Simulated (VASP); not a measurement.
Write the native input for VASP 6.6.1 that does the following.

```yaml
Task: relaxation of cell and atoms
Functional: RPBE
Potentials_or_basis: VASP PAW PBE potentials, release 64 (Ga_d, P)
Cutoff: 600 eV
k_mesh: 9 × 9 × 9
Occupations: gaussian, width 0.02 eV
Spin: no spin polarisation
Further_INCAR_settings: ALGO = Normal; EDIFF = 1e-07; IBRION = 2; EDIFFG = -0.005; NSW = 90; ISIF = 3
```

The structure of GaP lies in POSCAR:

```
GaP
1.0
    1.9430151800      1.1218003300      6.4308101000
   -1.9430151800      1.1218003300      6.4308101000
    0.0000000000     -2.2436006700      6.4308101000
Ga P
2 2
Direct
    0.4353720000      0.4353720000      0.4353720000
    0.5646280000      0.5646280000      0.5646280000
    0.0573890000      0.0573890000      0.0573890000
    0.9426110000      0.9426110000      0.9426110000
```

Measurements of this composition are mostly on another form, of space group No. 216.

One way to write it, as run:

INCAR

```
SYSTEM = GaP
PREC = Accurate ; ENCUT = 600
EDIFF = 1E-7 ; ISMEAR = 0
SIGMA = 0.02 ; LREAL = .FALSE.
LASPH = .TRUE. ; NELM = 60
ALGO = Normal ; ISIF = 3
LWAVE = .FALSE. ; LCHARG = .FALSE.
GGA = RP ; IBRION = 2
NSW = 90 ; EDIFFG = -0.005
```

KPOINTS

```
Automatic mesh
0
G
  9 9 9
  0 0 0
```

Potentials or basis: VASP PAW PBE potentials, release 64 (Ga_d, P).

Launch:

```bash
$ cat potpaw_PBE.64/Ga_d/POTCAR potpaw_PBE.64/P/POTCAR > POTCAR
$ mpirun -np 1 vasp_std > vasp.out
```

It gave:

The relaxed volume is 21.62 Å³/atom and the relaxed cell is a = 6.871 Å, b = 6.871 Å, c = 6.871 Å, α = 33.18°, β = 33.18°, γ = 33.18°. The space group after relaxing (to 0.05 Å) is R-3m (No. 166), the energy gained by relaxing is 3.4 meV/atom and the ionic steps are 6. The pressure after relaxing is 0.0 GPa and the largest force after relaxing is 0.004 eV/Å. The band gap on the k mesh is 1.03 eV, indirect (least direct gap 1.14 eV).

Caveat: the PAW data sets were made with another functional, which shifts forces and pressure a little; an odd mesh through Γ misses points on the zone boundary, where band edges often lie.

Wall time 23 min on 1 thread of Intel(R) Xeon(R) Platinum 8375C CPU @ 2.90GHz (Ice Lake), on a shared host, peak memory 0.53 GiB.
